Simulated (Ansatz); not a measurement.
P:

```xyz
2
Lattice="1.7257 0.9963 3.1297 -1.7257 0.9963 3.1297 0.0000 -1.9927 3.1297" Properties=species:S:1:pos:R:3 pbc="T T T"
P     0.0000    0.0000    7.2570
P     0.0000    0.0000    2.1321
```

This isn't the form of P at room conditions, which is orthorhombic.

Base run:

- Program: Ansatz 0.2.0
- Functional: PBEsol
- Potentials or basis: Ansatz PAW
- Cutoff: 420 eV
- Density cutoff: 1680 eV
- k mesh: 9 × 9 × 9
- Occupations: fermi-dirac, width 0.05 eV
- Spin: no spin polarisation

Its results: band gap on the k mesh none (metal or under the smearing width); pressure -1.8 GPa; largest force 0.271 eV/Å.

Task: The run is repeated on the same cell with these changes: functional from PBEsol to LDA. What comes out?

Result: Band gap on the k mesh none (metal or under the smearing width); pressure -3.0 GPa; largest force 0.192 eV/Å.

LDA binds more tightly than PBEsol, so the same cell stands under less pressure.

Caveats: the PAW data sets come from PBE, with cores solved anew for the run's functional, which leaves a small shift of forces and pressure.

Not every run made on this cell is shown here.
